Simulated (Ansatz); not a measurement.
Crystal: CuO.

```
Cu O
1.0
     3.42205    0.00000    0.00000
     0.00000    3.42205    0.00000
     0.00000    0.00000    4.26046
Cu O
2 2
Cartesian
  0.0000 1.7110 0.0000
  1.7110 0.0000 2.1302
  0.0000 0.0000 1.0651
  0.0000 0.0000 3.1953
```

Measurements of this composition are mostly on another form, of space group No. 15.

Base run:

- Program: Ansatz 0.2.0
- Functional: PBE
- Potentials or basis: Ansatz PAW
- Cutoff: 420 eV (not typed: the program's choice for these potentials)
- k mesh: 8 × 8 × 6
- Occupations: fermi-dirac, width 0.05 eV
- Spin: no spin polarisation
- Hubbard terms: Cu d U = 3 eV

Its results: band gap on the k mesh none (metal or under the smearing width); pressure -1.2 GPa.

Problem. The run is repeated on the same cell with these changes: hubbard terms from Cu d U = 3 eV to Cu d U = 4 eV. What comes out?

Solution. Band gap on the k mesh none (metal or under the smearing width); pressure -0.6 GPa.

Caveats: the run has no spin polarisation, though such a crystal can be magnetic; U without spin polarisation on a metal has little footing.
